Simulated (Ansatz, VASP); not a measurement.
# CaO (Lime) in two plane-wave programs, part 2 of 2

One calculation is typed for both programs; each brings its own data sets and cutoff. How far apart do they land?

VASP 6.6.1 and Ansatz 0.2.0.

So far: The starting structure; VASP: band structure, HSE06; Ansatz: band structure, HSE06.

## 4. Comparison

Known differences besides the potentials themselves: exact exchange at q = 0 is treated differently, which shows on coarse meshes; VASP keeps PBE cores, Ansatz makes them for the functional; the cutoff is 420 eV in Ansatz and 520 eV in VASP; VASP takes a coarser grid for exact exchange (PRECFOCK = Fast). Total energies have different zeros and are not compared.

Compared:

| quantity | Ansatz | VASP | difference |
| --- | --- | --- | --- |
| gap over the path points (eV) | 5.336 | 5.319 | +0.017 |

Levels at points of the path, from each program's valence-band top (eV; 3 filled, then empty):

| k (reciprocal lattice) | Ansatz | VASP |
| --- | --- | --- |
| 0.000 0.000 0.000 | 0.00 0.00 0.00 6.23 8.21 8.21 | 0.00 0.00 0.00 6.21 8.20 8.20 |
| 0.500 0.000 0.500 | -1.45 -0.42 -0.42 5.34 10.13 11.13 | -1.45 -0.42 -0.42 5.32 10.13 11.14 |
| 0.500 0.200 0.700 | -1.28 -1.27 -0.98 7.33 9.10 10.53 | -1.29 -1.27 -0.99 7.33 9.11 10.54 |
| 0.400 0.350 0.750 | -1.41 -1.32 -0.85 6.98 9.90 10.71 | -1.42 -1.32 -0.85 6.97 9.90 10.71 |
| 0.150 0.150 0.300 | -1.53 -0.75 -0.39 7.89 8.19 8.92 | -1.54 -0.76 -0.39 7.89 8.17 8.92 |
| 0.200 0.200 0.200 | -1.17 -0.48 -0.48 7.76 8.17 8.91 | -1.18 -0.48 -0.48 7.74 8.16 8.91 |
| 0.550 0.400 0.550 | -2.47 -1.22 -1.16 8.74 9.28 10.72 | -2.49 -1.23 -1.17 8.73 9.28 10.73 |
| 0.600 0.250 0.650 | -1.41 -1.32 -0.85 6.98 9.90 10.71 | -1.42 -1.32 -0.85 6.97 9.90 10.71 |
| 0.500 0.250 0.750 | -1.36 -1.14 -1.14 8.20 8.20 10.55 | -1.37 -1.15 -1.15 8.20 8.20 10.56 |
| 0.500 0.500 0.500 | -2.79 -1.24 -1.24 9.05 10.05 10.59 | -2.81 -1.25 -1.25 9.04 10.05 10.60 |

Among the levels compared at these points, filled levels agree within 19 meV and empty ones within 24 meV.

## 5. Ansatz: band structure, r2SCAN-EpsX with an exact-exchange share of 0.264

The same path points are solved in both programs, so levels can be compared one by one.

Contents of input.yaml:

```yaml
crystal:
  lattice:
    - [0.0, 2.4065, 2.4065]
    - [2.4065, 0.0, 2.4065]
    - [2.4065, 2.4065, 0.0]
  atoms:
    - { symbol: Ca, position: [0.0, 0.0, 0.0] }
    - { symbol: O, position: [0.5, 0.5, 0.5] }
hamiltonian:
  xc: { exchange: r2scan, correlation: r2scan, exx: { coeff: 0.264 } }
  pseudopotentials: { kind: paw }
kpoints:
  mp_grid: { grid: [5, 5, 5] }
  band_path:
    path:
      - [0.0, 0.0, 0.0]
      - [0.5, 0.0, 0.5]
      - [0.5, 0.2, 0.7]
      - [0.4, 0.35, 0.75]
      - [0.15, 0.15, 0.3]
      - [0.2, 0.2, 0.2]
      - [0.55, 0.4, 0.55]
      - [0.6, 0.25, 0.65]
      - [0.5, 0.25, 0.75]
      - [0.5, 0.5, 0.5]
      - [0.375, 0.375, 0.75]
      - [0.5, 0.0, 0.5]
    npoints: 1
scf:
  occupations: { method: gaussian, width: 0.02 }
  n_extra_bands: 7
output:
  forces: true
  stress: true
  eigenvalues: true
```

Launch:

```
$ ansatz run input.yaml --threads 4 --pin off --max-ram 9216MiB --backend cpu --events-out ev --progress --plain --runs-dir out
```

Numbers of over 12 decimals in the logs are rounded to 6 here.

Output:

```text
[...]
Crystal: 2 atoms, lattice volume = 27.873 Å³
Basis set: ecut = 500 eV, 725 PW (Γ), exchange–correlation on 100×100×100 points (64 copies of the dense FFT grid, shifted against one another)
Bands: 15, of which v1, the nominal top of the filled ones, is band 8 counted from 1 (7 counted from 0)
Symmetry: 48 space group operations
[...]
k-points: 10 of 125
[...]
--- Band table (eV; the first three rows and the last of 10) ---
  k-point 0: bands = [... 4 lower, -11.8384, 5.8709, 5.8709, 5.8709, 13.3771, 15.3873, 15.3873, 15.3873, ... 3 higher]
  k-point 1: bands = [... 4 lower, -11.2121, 4.6998, 5.3885, 5.3885, 14.9230, 15.3352, 16.1112, 16.1112, ... 3 higher]
  k-point 2: bands = [... 4 lower, -10.4930, 3.2673, 4.7192, 4.7192, 15.9242, 17.0495, 17.5509, 17.5509, ... 3 higher]
  k-point 9: bands = [... 4 lower, -10.9959, 4.1354, 4.7512, 4.9014, 14.6094, 16.3871, 17.9229, 18.8003, ... 3 higher]
[key lines of the parts left out:]
Free energy (F): -2393.419857 eV
Fermi energy:    9.248744 eV
P = ⅓ Tr σ = -2.5353 GPa (-25.353 kbar)
```

Wall time 11 s (4 threads of Arm Neoverse V2, shared host); peak memory 0.64 GiB; 39 s of CPU time.

## 6. VASP: band structure, r2SCAN-EpsX with an exact-exchange share of 0.264

The same cell, functional, mesh and smearing now go to VASP, with its own data sets and cutoff.

The run reads the wave functions of an earlier VASP run, which isn't shown here.

Contents of INCAR:

```
SYSTEM = CaO
PREC = Accurate
ENCUT = 520
EDIFF = 1E-06
NELM = 100
ISMEAR = 0
SIGMA = 0.02
LREAL = .FALSE.
ALGO = Normal
LHFCALC = .TRUE.
AEXX = 0.264
METAGGA = R2SCAN
LASPH = .TRUE.
NBANDS = 14
PRECFOCK = Fast
HFRCUT = -1
LORBIT = 11
LWAVE = .FALSE.
LCHARG = .FALSE.
KPAR = 4
```

Contents of POSCAR:

```
CaO
1.0
    0.0000000000      2.4065000000      2.4065000000
    2.4065000000      0.0000000000      2.4065000000
    2.4065000000      2.4065000000      0.0000000000
Ca O
1 1
Direct
    0.0000000000      0.0000000000      0.0000000000
    0.5000000000      0.5000000000      0.5000000000
```

Contents of KPOINTS:

```
Automatic mesh
0
Gamma
5 5 5
0 0 0
```

Contents of KPOINTS_OPT:

```
Line mode
6
Line-mode
Reciprocal
  0.00000000   0.00000000   0.00000000 GAMMA
  0.50000000   0.00000000   0.50000000 X

  0.50000000   0.00000000   0.50000000 X
  0.50000000   0.25000000   0.75000000 W

  0.50000000   0.25000000   0.75000000 W
  0.37500000   0.37500000   0.75000000 K

  0.37500000   0.37500000   0.75000000 K
  0.00000000   0.00000000   0.00000000 GAMMA

  0.00000000   0.00000000   0.00000000 GAMMA
  0.50000000   0.50000000   0.50000000 L

  0.50000000   0.50000000   0.50000000 L
  0.62500000   0.25000000   0.62500000 U

  0.62500000   0.25000000   0.62500000 U
  0.50000000   0.25000000   0.75000000 W

  0.50000000   0.25000000   0.75000000 W
  0.50000000   0.50000000   0.50000000 L

  0.50000000   0.50000000   0.50000000 L
  0.37500000   0.37500000   0.75000000 K

  0.62500000   0.25000000   0.62500000 U
  0.50000000   0.00000000   0.50000000 X
```

The projector-augmented-wave data sets are Ca_sv and O (PBE family, release 64).

Launch:

```
$ mpirun -np 4 vasp_std
```

Output:

```text
[banner, memory and clock lines left out]
running    4 mpi-ranks, on    1 nodes
[...]
|                                                                             |
|               ----> ADVICE to this user running VASP <----                  |
|                                                                             |
|     You enforced a specific xc type in the INCAR file but a different       |
|     [... a line on the potential file left out ...]
|     I HOPE YOU KNOW WHAT YOU ARE DOING!                                     |
|                                                                             |

 LDA part: xc-table for (None), standard interpolation
 found WAVECAR, reading the header
 POSCAR, INCAR and KPOINTS ok, starting setup
[...]
HFRCUT set to (new)   9.404513
 reading WAVECAR
 the WAVECAR file was read successfully
 initial charge from wavefunction
 entering main loop
       N       E                     dE             d eps       ncg     rms          rms(c)
[...]
DAV:   9    -0.205284897199E+02    0.12868E-05   -0.24459E-06   280   0.167E-02    0.107E-02
DAV:  10    -0.205284895160E+02    0.20391E-06   -0.87742E-07   146   0.979E-03
   1 F= -.20528490E+02 E0= -.20528490E+02  d E =-.982126E-23
 Start KPOINTS_OPT (optional k-point list driver)
k-point batch [1-10\60]
       N       E                     dE             ncg
DAV:   1    -0.778073695862E+03   -0.53969E+04      280
DAV:   2    -0.224676477745E+04   -0.14687E+04      322
DAV:   3    -0.233149514724E+04   -0.84730E+02      316
DAV:   4    -0.233452734715E+04   -0.30322E+01      438
DAV:   5    -0.233459027437E+04   -0.62927E-01      370
DAV:   6    -0.233459168920E+04   -0.14148E-02      444
DAV:   7    -0.233459174784E+04   -0.58633E-04      320
DAV:   8    -0.233459174862E+04   -0.78277E-06      258
[...]
k-point batch [51-60\60]
       N       E                     dE             ncg
DAV:   1    -0.812357568854E+03   -0.75563E+04      280
DAV:   2    -0.227488956535E+04   -0.14625E+04      304
DAV:   3    -0.235908704838E+04   -0.84197E+02      352
DAV:   4    -0.236195703298E+04   -0.28700E+01      468
DAV:   5    -0.236202793969E+04   -0.70907E-01      400
DAV:   6    -0.236202938778E+04   -0.14481E-02      464
DAV:   7    -0.236202945031E+04   -0.62536E-04      386
DAV:   8    -0.236202945127E+04   -0.96156E-06      346
```

From OUTCAR (step 6):

```text
 POSITION                                       TOTAL-FORCE (eV/Angst)
 -----------------------------------------------------------------------------------
      0.00000      0.00000      0.00000         0.000000      0.000000      0.000000
      2.40650      2.40650      2.40650        -0.000000     -0.000000     -0.000000
 -----------------------------------------------------------------------------------
    total drift:                                0.000000     -0.000000     -0.000000

  FREE ENERGIE OF THE ION-ELECTRON SYSTEM (eV)
  ---------------------------------------------------
  free  energy   TOTEN  =       -20.5284895160 eV

  energy  without entropy=      -20.5284895160  energy(sigma->0) =      -20.52848952

[... 2 parts as in an earlier step ...]

[... 1 further part left out ...]
[key lines of the parts left out:]
E-fermi :   0.6940
```

The k-mesh is coarse for unscreened exact exchange, which converges slowly with it.

## 7. Differences

What differs besides the data sets and the points named for the pairs above, as far as they apply: the cutoff is 500 eV in Ansatz and 520 eV in VASP. Total energies have different zeros and are not compared.

Compared:

| quantity | Ansatz | VASP | difference |
| --- | --- | --- | --- |
| gap over the path points (eV) | 6.553 | 6.541 | +0.012 |

Levels at points of the path, from each program's valence-band top (eV; 3 filled, then empty):

| k (reciprocal lattice) | Ansatz | VASP |
| --- | --- | --- |
| 0.000 0.000 0.000 | 0.00 0.00 0.00 7.51 9.52 9.52 | 0.00 0.00 0.00 7.49 9.52 9.52 |
| 0.500 0.000 0.500 | -1.47 -0.43 -0.43 6.55 11.54 12.58 | -1.47 -0.43 -0.43 6.54 11.53 12.58 |
| 0.500 0.200 0.700 | -1.30 -1.29 -1.00 8.60 10.42 11.95 | -1.30 -1.28 -0.99 8.60 10.43 11.94 |
| 0.400 0.350 0.750 | -1.43 -1.34 -0.86 8.23 11.24 12.12 | -1.44 -1.33 -0.87 8.23 11.25 12.12 |
| 0.150 0.150 0.300 | -1.54 -0.76 -0.39 9.18 9.51 10.25 | -1.55 -0.77 -0.39 9.18 9.50 10.26 |
| 0.200 0.200 0.200 | -1.17 -0.48 -0.48 9.05 9.46 10.24 | -1.18 -0.49 -0.49 9.05 9.47 10.25 |
| 0.550 0.400 0.550 | -2.49 -1.24 -1.17 10.04 10.59 12.10 | -2.50 -1.24 -1.18 10.05 10.60 12.12 |
| 0.600 0.250 0.650 | -1.43 -1.34 -0.86 8.23 11.24 12.12 | -1.44 -1.33 -0.87 8.23 11.25 12.12 |
| 0.500 0.250 0.750 | -1.38 -1.16 -1.16 9.49 9.49 11.97 | -1.39 -1.16 -1.16 9.49 9.49 11.97 |
| 0.500 0.500 0.500 | -2.82 -1.25 -1.25 10.37 11.35 11.97 | -2.83 -1.27 -1.27 10.37 11.35 11.99 |

Among the levels compared at these points, filled levels agree within 12 meV and empty ones within 18 meV.

## 8. Summary of results

```json
{"difference in gap over the path points (band structure, HSE06)": "0.017 eV", "difference in gap over the path points (band structure, r2SCAN-EpsX with an exact-exchange share of 0.264)": "0.012 eV"}
```

In words: The difference in gap over the path points is 0.017 eV (band structure, HSE06), within the 0.08 eV picked in this series as the mark of a large difference. How closely two codes agree says nothing of how well the functional describes the real material.

[Lines on the potential files, build, host, timing and source positions are cut from VASP's logs without a mark.]

[Logs are printed without paths, hosts, clocks, repeated set-up lines and the standing remarks that a program may print on its own settings, such as how far it seeks lower states.]

[Hosts, paths, dates, database ids (printed as entryN), source tags and the programs' standing remarks are cut or masked in the printed files.]
